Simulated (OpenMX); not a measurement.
**SrO under changes of volume**

One of the cells (16.901 Å³/atom); the others are scaled copies at fixed shape and fractional positions:

```
CELL_PARAMETERS angstrom
0.00000 2.56630 2.56630
2.56630 0.00000 2.56630
2.56630 2.56630 0.00000
ATOMIC_POSITIONS crystal
Sr 0.50000 0.50000 0.50000
O 0.00000 0.00000 0.00000
```

* Program: OpenMX 3.8.5
* Functional: LDA
* Potentials or basis: OpenMX 2013 LDA set, Sr10.0-s3p2d2, O6.0-s2p2d1, fixed grid of 36 × 36 × 36 points
* k mesh: 9 × 9 × 9
* Occupations: fermi-dirac, width 0.05 eV
* Spin: no spin polarisation

```csv
volume (Å³/atom),energy over the lowest point (meV/atom),gap on the mesh (eV)
15.887,2.36,2.67
16.225,0.00,2.72
16.563,?,?
16.901,8.70,2.79
17.239,18.94,2.82
17.577,32.42,2.85
17.915,48.84,2.87
```

Q: What does the run at 16.563 Å³/atom give?

A: Energy over the lowest point 2.27 meV/atom; gap on the mesh 2.75 eV.

Worked out: A Birch-Murnaghan fit of order 3 (a polynomial in V^(-2/3)) to the other rows has its minimum at 16.22 Å³/atom with B0 = V·E''(V) = 107 GPa and B' = 4.6. It gives 2.27 meV/atom at 16.563 Å³/atom, against the run's 2.27. A parabola through the other rows of the gap, of slope 1.83 eV per unit of ln V there, gives 2.76 eV, against the run's 2.75.

Energies are extrapolated to zero smearing.

Caveats: an odd mesh through Γ misses points on the zone boundary, where band edges often lie; the basis of atomic orbitals isn't converged, which shifts pressures, moduli and gaps. Spin-orbit coupling on Sr is left out.
